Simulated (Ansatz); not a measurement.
(110) slab cut from the bulk of GaSb, F-43m (No. 216); the slab's formula is GaSb:

```xyz
12
Lattice="4.2771 0.0000 0.0000 0.0000 6.0488 0.0000 0.0000 0.0000 25.6928" Properties=species:S:1:pos:R:3 pbc="T T T"
Ga    2.1386    3.0244    7.5000
Sb    0.0000    4.5366    7.5000
Ga    0.0000    0.0000    9.6386
Sb    2.1386    1.5122    9.6386
Ga    2.1386    3.0244   11.7771
Sb    0.0000    4.5366   11.7771
Ga    0.0000    0.0000   13.9157
Sb    2.1386    1.5122   13.9157
Ga    2.1386    3.0244   16.0543
Sb    0.0000    4.5366   16.0543
Ga    0.0000    0.0000   18.1928
Sb    2.1386    1.5122   18.1928
```

Computed with DFT LDA, scalar-relativistic, plane waves, PAW in Ansatz. Plane waves to 420 eV, a k mesh through Γ of 8×6×1 on the computed 12-atom cell and Gaussian smearing (0.10 eV); no spin polarisation. The cell repeats along c with a dipole correction in the vacuum.

Problem. What forces act on the atoms?

Solution.
```tsv
atom	Fx (eV/Å)	Fy (eV/Å)	Fz (eV/Å)
Ga1	0.000	0.648	0.992
Sb2	0.000	-0.014	-0.977
Ga3	0.000	-0.206	0.185
Sb4	0.000	-0.473	-0.432
Ga5	0.000	0.137	0.107
Sb6	0.000	-0.093	0.075
Ga7	0.000	0.137	-0.107
Sb8	0.000	-0.093	-0.075
Ga9	0.000	-0.206	-0.185
Sb10	0.000	-0.473	0.432
Ga11	0.000	0.648	-0.992
Sb12	0.000	-0.014	0.977
```

Cost: 1 run of about 4.9 core-minutes, on Intel Xeon Platinum 8259CL (Skylake/Cascade Lake) (shared hosts).